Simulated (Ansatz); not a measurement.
**Eigenvalues along a path: SnSe (zincblende type)**

```
CELL_PARAMETERS angstrom
0.00000 2.77666 2.77666
2.77666 0.00000 2.77666
2.77666 2.77666 0.00000
ATOMIC_POSITIONS crystal
Sn 0.00000 0.00000 0.00000
Se 0.25000 0.25000 0.25000
```

The cell comes from a relaxation on PAW files under the same functional, begun from a prototype that needn't be the stable phase.

Level of theory: DFT with PBE, scalar-relativistic, in Ansatz 0.2.0; a Γ-centred 11×11×11 k mesh, Fermi–Dirac smearing of 0.05 eV, no spin polarisation. LAPW: all electrons, basis error target 1 meV/atom.

This run: volume at 0.55 of the series' base cell.

Spin–orbit coupling is left out, which matters for the heavy atoms.

Path points, in fractions of the reciprocal vectors: Γ (0.000, 0.000, 0.000), X (-0.500, -0.500, 0.000), U (-0.375, -0.375, 0.250), K (-0.375, 0.000, 0.375), L (0.000, 0.000, 0.500), W (-0.500, -0.250, 0.250). The distance column jumps between branches of the path. Levels in eV from the Fermi level; bands 14 to 26, counted from the lowest band of the run. The gap is zero, the pressure 53.7 GPa.

```
# k(1/Å) point b14 b15 b16 b17 b18 b19 b20 b21 b22 b23 b24 b25 b26
0.000 Γ -22.76 -22.76 -22.76 -22.60 -22.60 -17.72 -3.99 -3.99 -3.99 -3.39 1.07 1.07 1.07
0.141 - -22.76 -22.75 -22.75 -22.61 -22.60 -17.66 -4.85 -4.16 -4.16 -2.53 0.84 1.30 1.30
0.283 - -22.78 -22.75 -22.75 -22.61 -22.60 -17.48 -5.93 -4.56 -4.56 -1.49 0.33 1.91 1.91
0.424 - -22.81 -22.73 -22.73 -22.61 -22.60 -17.20 -6.98 -5.06 -5.06 -0.64 -0.24 2.76 2.76
0.566 - -22.83 -22.72 -22.72 -22.62 -22.59 -16.82 -7.99 -5.55 -5.55 -0.76 -0.20 3.74 3.74
0.707 - -22.86 -22.70 -22.70 -22.63 -22.59 -16.38 -8.93 -5.98 -5.98 -1.15 -0.29 4.80 4.80
0.849 - -22.88 -22.69 -22.69 -22.63 -22.58 -15.93 -9.73 -6.30 -6.30 -1.42 -0.60 5.88 5.88
0.990 - -22.90 -22.68 -22.68 -22.64 -22.58 -15.57 -10.30 -6.50 -6.50 -1.56 -0.87 6.79 6.88
1.131 X -22.90 -22.68 -22.68 -22.64 -22.58 -15.43 -10.52 -6.57 -6.57 -1.61 -0.97 7.21 7.38
1.181 - -22.90 -22.68 -22.68 -22.64 -22.58 -15.43 -10.52 -6.60 -6.56 -1.57 -0.94 7.06 7.31
1.231 - -22.90 -22.68 -22.68 -22.64 -22.58 -15.43 -10.51 -6.70 -6.54 -1.48 -0.83 6.79 7.11
1.281 - -22.90 -22.68 -22.68 -22.64 -22.58 -15.42 -10.49 -6.84 -6.50 -1.38 -0.61 6.49 6.83
1.331 - -22.90 -22.68 -22.68 -22.63 -22.58 -15.42 -10.47 -7.01 -6.46 -1.29 -0.30 6.18 6.51
1.381 - -22.89 -22.68 -22.68 -22.63 -22.59 -15.42 -10.45 -7.19 -6.40 -1.20 0.10 5.88 6.17
1.431 - -22.89 -22.69 -22.68 -22.63 -22.59 -15.42 -10.42 -7.35 -6.32 -1.11 0.55 5.59 5.82
1.481 - -22.88 -22.69 -22.68 -22.63 -22.59 -15.44 -10.39 -7.49 -6.24 -1.02 1.02 5.34 5.47
1.531 U -22.88 -22.70 -22.69 -22.62 -22.59 -15.46 -10.36 -7.60 -6.15 -0.93 1.48 5.14 5.16
2.224 K -22.88 -22.70 -22.69 -22.62 -22.59 -15.46 -10.36 -7.60 -6.15 -0.93 1.48 5.14 5.16
2.374 - -22.87 -22.71 -22.70 -22.61 -22.60 -15.60 -10.19 -7.69 -5.81 -0.62 2.40 4.19 4.43
2.524 - -22.85 -22.71 -22.71 -22.61 -22.60 -15.90 -9.86 -7.42 -5.41 -0.37 2.39 3.36 3.36
2.674 - -22.84 -22.72 -22.72 -22.61 -22.60 -16.30 -9.28 -6.89 -5.01 -0.35 2.31 2.44 2.67
2.824 - -22.82 -22.73 -22.73 -22.61 -22.60 -16.74 -8.46 -6.19 -4.64 -0.62 1.71 2.11 2.46
2.974 - -22.80 -22.74 -22.74 -22.61 -22.60 -17.14 -7.43 -5.42 -4.34 -1.09 1.23 1.66 2.46
3.124 - -22.78 -22.75 -22.75 -22.61 -22.60 -17.46 -6.25 -4.70 -4.14 -1.71 1.01 1.34 1.96
3.274 - -22.76 -22.76 -22.75 -22.60 -22.60 -17.66 -4.99 -4.18 -4.03 -2.55 1.01 1.14 1.33
3.424 Γ -22.76 -22.76 -22.76 -22.60 -22.60 -17.72 -3.99 -3.99 -3.99 -3.39 1.07 1.07 1.07
3.547 - -22.76 -22.76 -22.76 -22.60 -22.60 -17.68 -4.79 -4.05 -4.05 -2.74 1.08 1.15 1.15
3.669 - -22.77 -22.75 -22.75 -22.60 -22.60 -17.54 -5.87 -4.20 -4.20 -2.13 1.23 1.38 1.38
3.792 - -22.78 -22.75 -22.75 -22.60 -22.60 -17.33 -6.97 -4.40 -4.40 -1.86 1.66 1.66 1.71
3.914 - -22.80 -22.74 -22.74 -22.60 -22.60 -17.05 -8.01 -4.62 -4.62 -1.85 1.89 1.89 2.47
4.037 - -22.82 -22.73 -22.73 -22.60 -22.60 -16.72 -8.95 -4.81 -4.81 -1.95 2.00 2.00 3.34
4.159 - -22.83 -22.73 -22.73 -22.60 -22.60 -16.41 -9.73 -4.96 -4.96 -2.05 2.02 2.02 4.06
4.282 - -22.84 -22.72 -22.72 -22.60 -22.60 -16.16 -10.25 -5.05 -5.05 -2.13 1.99 1.99 4.43
4.404 L -22.84 -22.72 -22.72 -22.60 -22.60 -16.07 -10.43 -5.08 -5.08 -2.15 1.98 1.98 4.52
4.504 - -22.84 -22.72 -22.72 -22.60 -22.60 -16.04 -10.42 -5.33 -5.13 -1.90 1.86 2.09 4.63
4.604 - -22.85 -22.72 -22.72 -22.60 -22.60 -15.98 -10.38 -5.87 -5.27 -1.33 1.60 2.40 4.74
4.704 - -22.85 -22.72 -22.71 -22.61 -22.60 -15.88 -10.32 -6.46 -5.50 -0.71 1.37 2.88 4.67
4.804 - -22.86 -22.71 -22.70 -22.61 -22.60 -15.76 -10.27 -6.98 -5.80 -0.13 1.25 3.24 4.74
4.904 - -22.87 -22.71 -22.69 -22.61 -22.60 -15.62 -10.25 -7.32 -6.15 0.36 1.29 3.10 5.23
5.004 - -22.87 -22.71 -22.69 -22.62 -22.60 -15.50 -10.27 -7.47 -6.52 0.77 1.46 2.76 4.51
5.104 - -22.88 -22.71 -22.68 -22.62 -22.60 -15.41 -10.32 -7.41 -6.88 1.12 1.58 2.53 3.91
5.204 W -22.88 -22.71 -22.68 -22.62 -22.59 -15.38 -10.35 -7.25 -7.14 1.41 1.45 2.53 3.64
5.275 - -22.88 -22.71 -22.68 -22.62 -22.59 -15.38 -10.35 -7.23 -7.12 1.07 1.28 2.90 3.84
5.346 - -22.88 -22.70 -22.68 -22.62 -22.59 -15.39 -10.37 -7.16 -7.07 0.51 0.88 3.59 4.30
5.416 - -22.89 -22.70 -22.68 -22.63 -22.59 -15.40 -10.40 -7.05 -6.98 -0.06 0.42 4.35 4.87
5.487 - -22.89 -22.69 -22.68 -22.63 -22.59 -15.41 -10.44 -6.93 -6.88 -0.56 -0.02 5.13 5.47
5.558 - -22.90 -22.68 -22.68 -22.63 -22.58 -15.42 -10.47 -6.79 -6.77 -0.99 -0.41 5.90 6.04
5.629 - -22.90 -22.68 -22.68 -22.64 -22.58 -15.42 -10.50 -6.68 -6.66 -1.32 -0.71 6.55 6.61
5.699 - -22.90 -22.68 -22.68 -22.64 -22.58 -15.43 -10.51 -6.60 -6.59 -1.53 -0.91 6.96 7.16
5.770 X -22.90 -22.68 -22.68 -22.64 -22.58 -15.43 -10.52 -6.57 -6.57 -1.61 -0.97 7.21 7.38
```
